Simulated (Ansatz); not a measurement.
**Hf2Si: tetragonal deformation path**

Method: DFT r2SCAN, scalar-relativistic, plane waves, PAW in Ansatz 0.2.0. The runs took a 500 eV cutoff, a Γ-centred 14×14×14 mesh and Gaussian smearing (0.15 eV). Spin–orbit coupling is left out, which can shift energies with elements as heavy as these. No spin polarisation. Energies are free energies at this smearing, counted from the undisturbed cell; pressure is positive in compression.

The starting cell (relaxed at this level; it needn't be the usual structure):

```
CELL_PARAMETERS angstrom
-3.27980 3.27980 2.58382
3.27980 -3.27980 2.58382
3.27980 3.27980 -2.58382
ATOMIC_POSITIONS crystal
Hf 0.84345 0.65655 0.50000
Hf 0.34345 0.84345 0.18690
Hf 0.15655 0.34345 0.50000
Hf 0.65655 0.15655 0.81310
Si 0.75000 0.75000 0.00000
Si 0.25000 0.25000 0.00000
```

At fixed volume and fractional coordinates, lengths along (0.000, 0.000, 1.000) are scaled against those across it; ρ is that ratio over its starting value. The cell is metallic on the mesh throughout.

```csv
ρ,ΔE (meV/atom),pressure (GPa)
0.850,?,?
0.920,?,?
0.960,14.0,0.2
1.000,0.0,0.0
1.050,17.4,0.1
1.100,65.1,0.4
1.200,209.4,1.4
```

Problem. Give the withheld values.

Solution. ΔE (meV/atom) at ρ = 0.850: 229.2; pressure (GPa) at ρ = 0.850: 2.5; ΔE (meV/atom) at ρ = 0.920: 59.2; pressure (GPa) at ρ = 0.920: 0.7.

Cost: 7 runs of about 11 core-minutes in all, on AMD EPYC 9R45 (Zen 5) (shared hosts).